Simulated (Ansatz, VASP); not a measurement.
CoPtO2: VASP beside Ansatz

```
O Co Pt
1.0
     2.81018    0.00000    0.00000
    -1.40509    2.43369    0.00000
     0.00000    0.00000   24.81154
O Co Pt
4 2 2
Direct
  0.00000 0.00000 0.30342
  0.66667 0.33333 0.37927
  0.66667 0.33333 0.53945
  0.33333 0.66667 0.61770
  0.33333 0.66667 0.33897
  0.00000 0.00000 0.57894
  0.66667 0.33333 0.45913
  0.33333 0.66667 0.70067
```

Alike in both runs: functional PBEsol; k mesh 12 × 12 × 1; occupations gaussian, width 0.1 eV; no spin polarisation.

Ansatz relaxed the structure, and its values are those at the end. VASP's run is a single point on that final structure, the one shown.

|  | VASP | Ansatz |
| --- | --- | --- |
| version | VASP 6.6.1 | Ansatz 0.2.0 |
| potentials or method | VASP PAW PBE potentials, release 64 (O, Co, Pt) | scalar-relativistic, plane waves, PAW |
| plane-wave cutoff (eV) | 520 | 420 |
| valence electrons in the cell | 62 | 94 |

```csv
,VASP,Ansatz,Ansatz less VASP
gap on the k mesh at the Fermi level (eV),none,none,-
rms of the force components (eV/Å),0.013,0.002,-0.0107
```

A gap of «none» marks a metal or a gap that the smearing closes. With one functional, cell and mesh, what is left measures potentials, basis and numerics. The two sets of potentials don't hold the same shells in valence. Ansatz warned: «xc_potential_rough_in_thin_density».

Caveats: the PAW data sets were made with another functional, which shifts forces and pressure a little (VASP); the run has no spin polarisation, though such a crystal can be magnetic; semilocal functionals often make such compounds metallic where correlation or magnetic order opens a gap, which also shifts bond lengths. Spin polarisation is off, so any magnetic state and its effect on volume and gap are missing. The runs have no spin-orbit coupling, so splittings on Pt are missing.
